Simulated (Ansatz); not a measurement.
Input and command of a calculation in Ansatz (plane waves; scalar-relativistic PAW potentials unless the input names others):

```yaml
crystal:
  lattice:
    - [2.7972375269, 0.0, 0.0]
    - [-1.3986187635, 2.4224787587, 0.0]
    - [0.0, 0.0, 4.7845607367]
  atoms:
    - { symbol: Hg, position: [0.6666666667, 0.3333333333, 0.75] }
    - { symbol: Hg, position: [0.3333333333, 0.6666666667, 0.25] }
basis:
  ecutwfc: "550 eV"
kpoints:
  mp_grid: { grid: [18, 18, 10] }
hamiltonian:
  xc: pbesol
scf:
  occupations: { method: gaussian, width: 0.1 }
output:
  forces: true
  eigenvalues: true
  stress: true
```

```bash
ansatz run input.yaml --threads 1 --pin off --max-ram 1331MiB --backend cpu --events-out ev --progress --plain --runs-dir out
```

Abridged log:
```
Basis set: ecut = 550 eV, 967 PW (Γ), exchange–correlation on 48×48×80 points (8 copies of the dense FFT grid, shifted against one another)
Bands: 24, of which v1, the nominal top of the filled ones, is band 20 counted from 1 (19 counted from 0)
Symmetry: 24 space group operations
k-points: 222 of 3240
SCF iter   1: F=—  HF=-27334.575277 eV  |F-HF|=—  |Δ(HF+E_count)|=         —  Δρ=4.92e-3  dr2=6.39e-3  ethr=1.77e-3  ⟨swp⟩=4.9  Hψ=19908  notcnv=0
SCF iter   2: F=—  HF=-27334.574365 eV  |F-HF|=—  |Δ(HF+E_count)|=   9.12e-4  Δρ=2.24e-3  dr2=1.20e-3  ethr=1.60e-5  ⟨swp⟩=2.1  Hψ=9080  notcnv=0
SCF iter   3: F=—  HF=-27334.574045 eV  |F-HF|=—  |Δ(HF+E_count)|=   3.20e-4  Δρ=5.49e-4  dr2=3.65e-5  ethr=3.00e-6  ⟨swp⟩=2.1  Hψ=7853  notcnv=0
SCF iter   4: F=—  HF=-27334.574061 eV  |F-HF|=—  |Δ(HF+E_count)|=   1.60e-5  Δρ=5.11e-5  dr2=4.56e-7  ethr=9.12e-8  ⟨swp⟩=2.6  Hψ=9108  notcnv=0
SCF iter   5: F=-27334.574061 eV  HF=-27334.574061 eV  |F-HF|=2.06e-8  |Δ(HF+E_count)|=   1.15e-7  Δρ=1.53e-5  dr2=6.61e-8  ethr=1.14e-9  ⟨swp⟩=2.6  Hψ=9089  notcnv=0
SCF iter   6: F=-27334.574061 eV  HF=-27334.574061 eV  |F-HF|=5.42e-10  |Δ(HF+E_count)|=   7.57e-9  Δρ=2.48e-6  dr2=1.97e-9  ethr=1.65e-10  ⟨swp⟩=2.2  Hψ=18364  notcnv=0
SCF 1 converged in 6 iterations: F = -27334.574061 eV  dr2 = 1.97e-9
SCF converged after 6 iterations
Free energy (F): -27334.574061 eV
Harris-Foulkes:  -27334.574061 eV  (|F-HF|=5.42e-10)
Internal energy: -27334.571814 eV  (E = F + TS)
E sigma→0 (E₀):  -27334.572937 eV
Entropy (-TS):   -0.002248 eV (-1.124 meV/atom)
Fermi energy:    24.631947 eV
--- Forces (eV/Å), atoms counted from 1 ---
  atom   1  Hg     0.00000000     0.00000000     0.00000000
  atom   2  Hg     0.00000000     0.00000000     0.00000000
--- Stress (GPa, compression-positive) ---
       49.980198       0.000000       0.000000
        0.000000      49.980198       0.000000
        0.000000       0.000000      49.961850
  P = ⅓ Tr σ = 49.9741 GPa (499.741 kbar)
```

Apart from outputs, empty bands and the relaxation, which only the reference makes, the input differs from a reference run on usual settings in basis.ecutwfc: 420 → "550 eV". The reference, at the same geometry, ended its own course with pressure 50.01 GPa, largest force 0.000 eV/Å, no gap on the mesh. This run converged in 6 SCF iterations with an energy at zero smearing 1.65 meV/atom below the reference's, pressure 49.97 GPa, largest force 0.000 eV/Å, no gap on the mesh.